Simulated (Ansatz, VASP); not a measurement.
**One calculation of Ru, two programs**

INCAR

```
SYSTEM = Ru
ALGO = Normal
EDIFF = 1E-7
ENCUT = 520
GGA = PS
ISIF = 2
ISMEAR = 0
LASPH = .True.
LCHARG = .False.
LREAL = .False.
LWAVE = .False.
NBANDS = 21
NELM = 60
PREC = Accurate
SIGMA = 0.15
```

The input KPOINTS:

```
k-points
0
Gamma
  18 18 10
  0 0 0
```

File POSCAR:

```
Ru
1.0
    2.6144000000      0.0000000000      0.0000000000
   -1.3072000000      2.2641368157      0.0000000000
    0.0000000000      0.0000000000      4.5586000000
Ru
2
Direct
    0.3333333333      0.6666666667      0.2500000000
    0.6666666667      0.3333333333      0.7500000000
```

Input for Ansatz:

```yaml
crystal:
  lattice:
    - [2.6144, 0.0, 0.0]
    - [-1.3072, 2.2641368157, 0.0]
    - [0.0, 0.0, 4.5586]
  atoms:
    - { symbol: Ru, position: [0.3333333333, 0.6666666667, 0.25] }
    - { symbol: Ru, position: [0.6666666667, 0.3333333333, 0.75] }
basis:
  ecutwfc: 420
kpoints:
  mp_grid: { grid: [18, 18, 10] }
hamiltonian:
  xc: pbesol
  pseudopotentials: { kind: paw, azcp: { folder: soft_1 } }
scf:
  occupations: { method: gaussian, width: 0.15 }
output:
  forces: true
  stress: true
  eigenvalues: true
```

Alike in both runs: task single point; functional PBEsol; k mesh 18 × 18 × 10; occupations gaussian, width 0.15 eV; no spin polarisation.

|  | VASP | Ansatz |
| --- | --- | --- |
| version | VASP 6.6.1 | Ansatz 0.2.0 |
| potentials or method | VASP PAW PBE potentials, release 64 (Ru_pv) | scalar-relativistic, plane waves, PAW |
| plane-wave cutoff (eV) | 520 | 420 |
| valence electrons in the cell | 28 | 32 |

```tsv
	VASP	Ansatz	Ansatz less VASP
gap on the k mesh at the Fermi level (eV)	none	none	-
pressure (GPa)	-1.7	-1.6	+0.10
largest component of the traceless stress (GPa)	31.88	31.92	+0.039
```

A gap of «none» marks a metal or a gap that the smearing closes. The two sets of potentials don't hold the same shells in valence. Ansatz warned: «pseudo_functional_mismatch».

Caveats: the PAW data sets were made with another functional, which shifts forces and pressure a little (VASP).
